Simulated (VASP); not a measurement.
# NiSb (P6_3/mmc) in VASP: settings compared

One crystal, NiSb, is run at these levels: PBEsol, RPBE; tasks: single point, relaxation of cell and atoms.

All numbers are computed with VASP 6.6.1; they aren't measurements. Logs are shortened: lines on timing, memory, paths and dates and some standing lists are left out, and cuts for length are marked.

**1. The structure**

The structure is hexagonal, space group P6_3/mmc (No. 194). The conventional cell has a = 3.930 Å, b = 3.930 Å, c = 5.116 Å, α = 90.00°, β = 90.00°, γ = 120.00°. Ni (site symmetry -3m) is surrounded by 2 Ni at 2.56 Å and 6 Sb at 2.60 Å. Around Sb (site symmetry -6m2) lie 6 Ni at 2.60 Å.

The cell is a database's computed one.

**2. Single point, PBEsol, collinear spin, ferromagnetic start**

Contents of INCAR:

```
SYSTEM = NiSb
ALGO = Normal ; EDIFF = 1E-6
ENCUT = 520 ; GGA = PS
ISIF = 2 ; ISMEAR = 0
ISPIN = 2 ; LASPH = .TRUE.
LCHARG = .FALSE. ; LMAXMIX = 4
LORBIT = 11 ; LREAL = .FALSE.
LWAVE = .FALSE. ; MAGMOM = 1 1 0 0
NBANDS = 27 ; NELM = 150
PREC = Accurate ; SIGMA = 0.1
```

Contents of KPOINTS:

```
k-points
0
G
  12 12 8
  0 0 0
```

Contents of POSCAR:

```
NiSb
1.0
    3.9296697700      0.0000000000      0.0000000000
   -1.9648348800      3.4031938500      0.0000000000
    0.0000000000      0.0000000000      5.1161871700
Ni Sb
2 2
Direct
    0.0000000000      0.0000000000      0.0000000000
    0.0000000000      0.0000000000      0.5000000000
    0.3333333300      0.6666666700      0.2500000000
    0.6666666700      0.3333333300      0.7500000000
```

Potentials or basis: VASP PAW PBE potentials, release 64 (Ni, Sb).

On the command line:

```console
$ cat potpaw_PBE.64/Ni/POTCAR potpaw_PBE.64/Sb/POTCAR > POTCAR
$ mpirun -np 1 vasp_std > vasp.out
```

OUTCAR:

```text
SYSTEM = NiSb
   EDIFF = 1E-6
   ENCUT = 520
   GGA = PS
   ISIF = 2
   ISMEAR = 0
   ISPIN = 2
   LASPH = .TRUE.
   LORBIT = 11
   LREAL = .FALSE.
   NELM = 150
   PREC = Accurate

 ion  position               nearest neighbor table
   1  0.000  0.000  0.000-   2 2.56   2 2.56   4 2.60   3 2.60   3 2.60   4 2.60   4 2.60   3 2.60

   2  0.000  0.000  0.500-   1 2.56   1 2.56   4 2.60   3 2.60   3 2.60   4 2.60   4 2.60   3 2.60

   3  0.333  0.667  0.250-   1 2.60   2 2.60   1 2.60   2 2.60   1 2.60   2 2.60   4 3.42   4 3.42
                             4 3.42   4 3.42   4 3.42   4 3.42
   4  0.667  0.333  0.750-   1 2.60   2 2.60   1 2.60   2 2.60   1 2.60   2 2.60   3 3.42   3 3.42
                             3 3.42   3 3.42   3 3.42   3 3.42

  LATTYP: Found a hexagonal cell.
 ALAT       =     3.9296697700
 C/A-ratio  =     1.3019381957

  Lattice vectors:

 A1 = (   3.9296697700,   0.0000000000,   0.0000000000)
 A2 = (  -1.9648348800,   3.4031938500,   0.0000000000)
 A3 = (   0.0000000000,   0.0000000000,   5.1161871700)

Analysis of symmetry for initial positions (statically):
=====================================================================
 Subroutine PRICEL returns:
 Original cell was already a primitive cell.

 Routine SETGRP: Setting up the symmetry group for a
 hexagonal supercell.

 Subroutine GETGRP returns: Found 24 space group operations
 (whereof 12 operations were pure point group operations)
 out of a pool of 24 trial point group operations.

The static configuration has the point symmetry D_3d.
 The point group associated with its full space group is D_6h.

Analysis of symmetry for dynamics (positions and initial velocities):
=====================================================================
 Subroutine PRICEL returns:
 Original cell was already a primitive cell.

 Routine SETGRP: Setting up the symmetry group for a
 hexagonal supercell.

 Subroutine GETGRP returns: Found 24 space group operations
 (whereof 12 operations were pure point group operations)
 out of a pool of 24 trial point group operations.

The dynamic configuration has the point symmetry D_3d.
 The point group associated with its full space group is D_6h.

Analysis of structural, dynamic, and magnetic symmetry:
=====================================================================
 Subroutine PRICEL returns:
 Original cell was already a primitive cell.

 Routine SETGRP: Setting up the symmetry group for a
 hexagonal supercell.

 Subroutine GETGRP returns: Found 24 space group operations
 (whereof 12 operations were pure point group operations)
 out of a pool of 24 trial point group operations.

The overall configuration has the point symmetry D_3d.
 The point group associated with its full space group is D_6h.

 Subroutine INISYM returns: Found 24 space group operations
 (whereof 12 operations are pure point group operations),
 and found     1 'primitive' translations

----------------------------------------------------------------------------------------

                                     Primitive cell

  volume of cell :      68.4210

  direct lattice vectors                    reciprocal lattice vectors
     3.929669770  0.000000000  0.000000000     0.254474309  0.146920810  0.000000000
    -1.964834880  3.403193850  0.000000000     0.000000000  0.293841622  0.000000000
     0.000000000  0.000000000  5.116187170     0.000000000  0.000000000  0.195458056

  length of vectors
     3.929669770  3.929669768  5.116187170     0.293841622  0.293841622  0.195458056

  position of ions in fractional coordinates (direct lattice)
     0.000000000  0.000000000  0.000000000
     0.000000000  0.000000000  0.500000000
     0.333333330  0.666666670  0.250000000
     0.666666670  0.333333330  0.750000000

  ion indices of the primitive-cell ions
   primitive index   ion index
                 1           1
                 2           2
                 3           3
                 4           4

----------------------------------------------------------------------------------------

 KPOINTS: k-points

Automatic generation of k-mesh.
 Grid dimensions read from file:
 generate k-points for:   12   12    8

 Generating k-lattice:

  Cartesian coordinates                     Fractional coordinates (reciprocal lattice)
     0.021206192  0.012243401  0.000000000     0.083333333  0.000000000  0.000000000
     0.000000000  0.024486802  0.000000000     0.000000000  0.083333333  0.000000000
     0.000000000  0.000000000  0.024432257     0.000000000  0.000000000  0.125000000

  Length of vectors
     0.024486802  0.024486802  0.024432257

  Shift w.r.t. Gamma in fractional coordinates (k-lattice)
     0.000000000  0.000000000  0.000000000

 Subroutine IBZKPT returns following result:
 ===========================================

 Found     95 irreducible k-points:

 Following reciprocal coordinates:
            Coordinates               Weight
  0.000000  0.000000  0.000000      1.000000
  0.083333 -0.000000  0.000000      6.000000
  0.166667 -0.000000  0.000000      6.000000
  0.250000 -0.000000  0.000000      6.000000
  0.333333 -0.000000  0.000000      6.000000
  0.416667 -0.000000  0.000000      6.000000
[... 16 lines left out ...]
  0.250000 -0.000000  0.125000     12.000000
  0.333333 -0.000000  0.125000     12.000000
 [... further k-points ...]
   k-points           NKPTS =     95   k-points in BZ     NKDIM =     95   number of bands    NBANDS=     27
   number of dos      NEDOS =    301   number of ions     NIONS =      4
   total plane-waves  NPLWV =  36000
   dimension x,y,z NGX =    30 NGY =   30 NGZ =   40
   dimension x,y,z NGXF=    60 NGYF=   60 NGZF=   80
   ions per type =               2   2
   NGX,Y,Z   is equivalent  to a cutoff of  12.69, 12.69, 13.00 a.u.
   NGXF,Y,Z  is equivalent  to a cutoff of  25.38, 25.38, 26.00 a.u.
 SYSTEM =  NiSb
   PREC   = accura    normal or accurate (medium, high low for compatibility)
   ISTART =      0    job   : 0-new  1-cont  2-samecut
   ICHARG =      2    charge: 1-file 2-atom 10-const
   ISPIN  =      2    spin polarized calculation?
   LNONCOLLINEAR =      F non collinear calculations
   LSORBIT =      F    spin-orbit coupling
   LASPH  =      T    aspherical Exc in radial PAW
   ENCUT  =  520.0 eV  38.22 Ry    6.18 a.u.   7.31  7.31  9.51*2*pi/ulx,y,z
   NELM   =    150;   NELMIN=  2; NELMDL= -5     # of ELM steps
   EDIFF  = 0.1E-05   stopping-criterion for ELM
   LREAL  =      F    real-space projection
[... 7 lines left out ...]
   TEBEG  =    0.0;   TEEND  =   0.0 temperature during run
   PSTRESS=    0.0 pullay stress
   NELECT =      30.0000    total number of electrons
   NUPDOWN=      -1.0000    fix difference up-down
   EMIN   =  10.00;   EMAX   =-10.00  energy-range for DOS
   EFERMI =   0.00;   METHOD = LEGACY
   ISMEAR =     0;   SIGMA  =   0.10  broadening in eV -4-tet -1-fermi 0-gaus
   EFERMI_NEDOS =   21; number of points for ismear=-14 and -15
   IALGO  =     38    algorithm
   IMIX   =      4    mixing-type and parameters
     AMIX     =   0.40;   BMIX     =  1.00
     AMIX_MAG =   1.60;   BMIX_MAG =  1.00
  volume/ion in A,a.u.               =      17.11       115.43
  Fermi-wavevector in a.u.,A,eV,Ry     =   1.243709  2.350270 21.045664  1.546813
  Thomas-Fermi vector in A             =   2.378008
   LORBIT       =     11    0 simple, 1 ext, 2 COOP (PROOUT), +10 PAW based schemes
   GGA     = PS    functional components
   LHFCALC =     F    Hartree Fock is set to
   AEXX    =    0.0000 exact exchange contribution
   IVDW    =     0    specifies the selected vdW correction
   LEPSILON=     F    determine dielectric tensor
   LRPA    =     F    only Hartree local field effects (RPA)
 spin polarized calculation
 Gauss-broadening in eV      SIGMA  =   0.10
  energy-cutoff  :      520.00
  volume of cell :       68.42
 maximum number of plane-waves:      1892
 NGX is ok and might be reduce to    30
   NGX = 15   NGY = 15   NGZ = 19

 number of electron      30.0000034 magnetization      -0.0104812

 number of electron      30.0000034 magnetization       0.0019219

 Free energy of the ion-electron system (eV)
  ---------------------------------------------------
  ext. energy  EPLUGINS =         0.00000000
  ---------------------------------------------------
  free energy    TOTEN  =       -22.67895844 eV

  energy without entropy =      -22.67088609  energy(sigma->0) =      -22.67492226

 E-fermi :   9.9096     XC(G=0): -11.6618

 val. band max:        9.8826845704   @ k =   0.0833   0.0833   0.1250
 cond. band min:       9.9141034525   @ k =   0.1667   0.0833   0.2500
 fundamental gap:      0.0314188821
 Fermi energy:         9.9095619309

 spin component 1

 k-point     1 :       0.0000    0.0000    0.0000
  band No.  band energies     occupation
      1      -3.1195      1.00000
      2       1.4576      1.00000
      3       3.6253      1.00000
      4       5.9434      1.00000
      5       5.9434      1.00000
      6       6.7131      1.00000
[... 709 lines left out ...]
     26      21.8911      0.00000
     27      22.2352      0.00000

 [... further k-points ...]

 spin component 2

 k-point     1 :       0.0000    0.0000    0.0000
  band No.  band energies     occupation
      1      -3.1194      1.00000
      2       1.4577      1.00000
      3       3.6255      1.00000
      4       5.9437      1.00000
      5       5.9437      1.00000
      6       6.7137      1.00000
[... 709 lines left out ...]
     26      21.8913      0.00000
     27      22.2353      0.00000

 [... further k-points ...]

------------------------ aborting loop because EDIFF is reached ----------------------------------------

  FORCE on cell =-STRESS in cart. coord.  units (eV):
  Direction    XX          YY          ZZ          XY          YZ          ZX
  --------------------------------------------------------------------------------------
  -------------------------------------------------------------------------------------
  Total       -0.7280078     -0.7280078     -0.9627040     -0.0000000     -0.0000000     -0.0000000
  in kB      -17.0473722    -17.0473722    -22.5431284     -0.0000000     -0.0000000     -0.0000000
  external PRESSURE =     -18.8792909 kB  Pullay stress =       0.0000000 kB

 VOLUME and BASIS-vectors are now :
 -----------------------------------------------------------------------------
  energy-cutoff  :      520.00
  volume of cell :       68.42
      direct lattice vectors                 reciprocal lattice vectors
     3.929669770  0.000000000  0.000000000     0.254474309  0.146920810  0.000000000
    -1.964834880  3.403193850  0.000000000     0.000000000  0.293841622  0.000000000
     0.000000000  0.000000000  5.116187170     0.000000000  0.000000000  0.195458056

 POSITION                                       TOTAL-FORCE (eV/Angst)
 -----------------------------------------------------------------------------------
      0.00000      0.00000      0.00000         0.000000      0.000000     -0.000000
      0.00000      0.00000      2.55809         0.000000      0.000000     -0.000000
     -0.00000      2.26880      1.27905        -0.000000     -0.000000      0.000000
      1.96483      1.13440      3.83714         0.000000      0.000000      0.000000
 -----------------------------------------------------------------------------------
    total drift:                                0.000000     -0.000000      0.000000

  FREE ENERGIE OF THE ION-ELECTRON SYSTEM (eV)
  ---------------------------------------------------
  free  energy   TOTEN  =       -22.6789584418 eV

  energy  without entropy=      -22.6708860875  energy(sigma->0) =      -22.67492226

 total charge

# of ion       s       p       d       tot
------------------------------------------
    1        0.453   0.489   8.468   9.410
    2        0.453   0.489   8.468   9.410
    3        1.132   1.220   0.075   2.428
    4        1.132   1.220   0.075   2.428
--------------------------------------------------
tot          3.170   3.418  17.086  23.675

 magnetization (x)

# of ion       s       p       d       tot
------------------------------------------
    1       -0.000  -0.000   0.000   0.000
    2       -0.000  -0.000   0.000   0.000
    3        0.000  -0.000  -0.000  -0.000
    4        0.000  -0.000  -0.000  -0.000
--------------------------------------------------
tot          0.000  -0.000   0.000   0.000
```

It took 4.6 min on 1 thread of Intel Xeon Platinum 8375C at 2.90GHz (Ice Lake), shared host; peak memory 0.39 GiB.

Results:

| Quantity | Value |
| --- | --- |
| Free energy | -22.6790 eV |
| Pressure | -1.9 GPa |
| Band gap on the k mesh | none (metal or under the smearing width) |
| Net moment | 0.00 μB per cell |
| Valence electrons inside the program's atomic spheres | Ni 9.41; Sb 2.43 |

Stress tensor (GPa, compression positive):
```
-1.70  0.00  0.00
 0.00 -1.70  0.00
 0.00  0.00 -2.25
```

Caveat: the PAW data sets were made with another functional, which shifts forces and pressure a little. Spin-orbit coupling is left out, which matters for the levels of Sb.

**3. Relaxation of cell and atoms, PBEsol, collinear spin, ferromagnetic start**

Contents of INCAR:

```
SYSTEM = NiSb
PREC = Accurate
ENCUT = 580
EDIFF = 1E-7
ISMEAR = 0
SIGMA = 0.1
LREAL = .FALSE.
LASPH = .TRUE.
NELM = 150
ALGO = Normal
ISIF = 3
LWAVE = .FALSE.
LCHARG = .FALSE.
ISPIN = 2
MAGMOM = 1 1 0 0
LORBIT = 11
LMAXMIX = 4
GGA = PS
IBRION = 2
NSW = 90
EDIFFG = -0.005
```

Contents of KPOINTS:

```
regular mesh
0
G
  12 12 8
  0 0 0
```

POSCAR is that of step 2.

Potentials or basis: VASP PAW PBE potentials, release 64 (Ni, Sb).

On the command line:

```console
$ cat potpaw_PBE.64/Ni/POTCAR potpaw_PBE.64/Sb/POTCAR > POTCAR
$ mpirun -np 1 vasp_std > vasp.out
```

Run time: 11 min. Hardware: 1 thread of Intel Xeon Platinum 8375C at 2.90GHz (Ice Lake), shared host; peak memory 0.41 GiB.

Results (log left out):

* Free energy: -22.6860 eV
* Relaxed volume: 16.84 Å³/atom
* Relaxed cell: a = 3.915 Å, b = 3.915 Å, c = 5.075 Å, α = 90.00°, β = 90.00°, γ = 120.00°
* Space group after relaxing (to 0.05 Å): P6_3/mmc (No. 194)
* Energy gained by relaxing: 1.8 meV/atom
* Ionic steps: 5
* Pressure after relaxing: 0.0 GPa
* Band gap on the k mesh: none (metal or under the smearing width)
* Net moment: 0.00 μB per cell
* Valence electrons inside the program's atomic spheres: Ni 9.44; Sb 2.44

Step by step:
```tsv
step	energy change (eV)	largest force (eV/Å)	pressure (GPa)	volume (Å³)
1	0.0000	0.0000	-1.98	68.42
2	-0.0008	0.0000	2.03	66.35
3	-0.0069	0.0000	0.03	67.34
4	-0.0070	0.0000	-0.04	67.35
5	-0.0071	0.0000	-0.01	67.35
```

Final structure:
```
Ni Sb
1.0
     3.91469    0.00000    0.00000
    -1.95734    3.39022    0.00000
     0.00000    0.00000    5.07468
Ni Sb
2 2
Direct
  0.00000 0.00000 0.00000
  0.00000 0.00000 0.50000
  0.33333 0.66667 0.25000
  0.66667 0.33333 0.75000
```

Levels at points of the mesh, in eV from the Fermi level:
Spin up:
| k point | band 13 | band 14 | band 15 | band 16 | band 17 | band 18 |
| --- | --- | --- | --- | --- | --- | --- |
| (0.00, 0.00, 0.00) | -0.02 | 0.55 | 0.55 | 2.49 | 2.49 | 3.05 |
| (0.50, 0.00, 0.00) | -1.66 | -1.43 | -1.36 | -0.36 | 1.17 | 3.39 |
| (0.00, 0.00, 0.50) | 0.30 | 0.30 | 2.08 | 2.08 | 2.08 | 2.08 |
| (0.50, 0.00, 0.50) | -1.87 | -1.87 | 0.16 | 0.16 | 1.71 | 1.71 |
Spin down:
| k point | band 13 | band 14 | band 15 | band 16 | band 17 | band 18 |
| --- | --- | --- | --- | --- | --- | --- |
| (0.00, 0.00, 0.00) | -0.02 | 0.55 | 0.55 | 2.49 | 2.49 | 3.05 |
| (0.50, 0.00, 0.00) | -1.66 | -1.43 | -1.36 | -0.36 | 1.17 | 3.39 |
| (0.00, 0.00, 0.50) | 0.30 | 0.30 | 2.08 | 2.08 | 2.08 | 2.08 |
| (0.50, 0.00, 0.50) | -1.87 | -1.87 | 0.16 | 0.16 | 1.71 | 1.71 |

Caveat: the PAW data sets were made with another functional, which shifts forces and pressure a little. Spin-orbit coupling is left out, which matters for the levels of Sb.

(Continued in part 2 of 2.)
